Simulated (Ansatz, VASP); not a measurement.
## BaZrO3 in VASP and in Ansatz

```
Ba Zr O
1.0
     4.33152    0.00000    0.00000
     0.00000    4.33152    0.00000
     0.00000    0.00000    4.14340
Ba Zr O
1 1 3
Cartesian
  0.0000 0.0000 0.0000
  2.1658 2.1658 2.0717
  2.1658 2.1658 0.0000
  2.1658 0.0000 2.0717
  0.0000 2.1658 2.0717
```

Change from the starting cell: epitaxial_xy strain +3.0%.

Alike in both runs: task single point; functional PBE; k mesh 6 × 6 × 6; occupations fermi-dirac, width 0.02 eV; no spin polarisation.

|  | VASP | Ansatz |
| --- | --- | --- |
| version | VASP 6.6.1 | Ansatz 0.2.0 |
| potentials or method | VASP PAW PBE potentials, release 64 (Ba_sv, Zr_sv, O) | plane waves, PAW |
| plane-wave cutoff (eV) | 520 | 420 |
| valence electrons in the cell | 40 | 40 |

```tsv
	VASP	Ansatz	Ansatz less VASP
gap on the k mesh at the Fermi level (eV)	2.93	2.97	+0.043
pressure (GPa)	-2.7	-3.6	-0.83
largest component of the traceless stress (GPa)	6.09	5.97	-0.118
```

With one functional, cell and mesh, what is left measures potentials, basis and numerics.

Caveats: spin-orbit coupling is left out, which moves the levels of the heavy elements. A k mesh can miss the band edges.
